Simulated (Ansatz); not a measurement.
Reactions of C5H8, SMILES `CC=C1CC1`.

Gas-phase electronic energies from Ansatz, PBE0-D4/def2-TZVP geometries. CCSD(T)/CBS is the MP2 limit (def2-TZVPP, def2-QZVPP) plus CCSD(T) − MP2 in def2-TZVPP, frozen cores. This one scheme is used for every species. Each species was taken in one conformer, which may not be the lowest.

Question: Order these by ΔE at CCSD(T)/CBS, lowest first. (Best estimate.)
A. `CC=C1CC1` + `O[SiH](F)O[SiH2]F` → `CO[SiH](F)O[SiH2]F` + `C=C1CC1`
B. `CC=C1CC1` → `C1=CCCC1`
C. `CC=C1CC1` + `COCC#N` → `CCOCC#N` + `C=C1CC1`
D. `CC=C1CC1` → `C=C1CCC1`

Answer: B (-1.39 eV), D (-0.43 eV), C (+0.01 eV), A (+0.70 eV).

Largest T1 diagnostic: 0.012, for `COCC#N`.
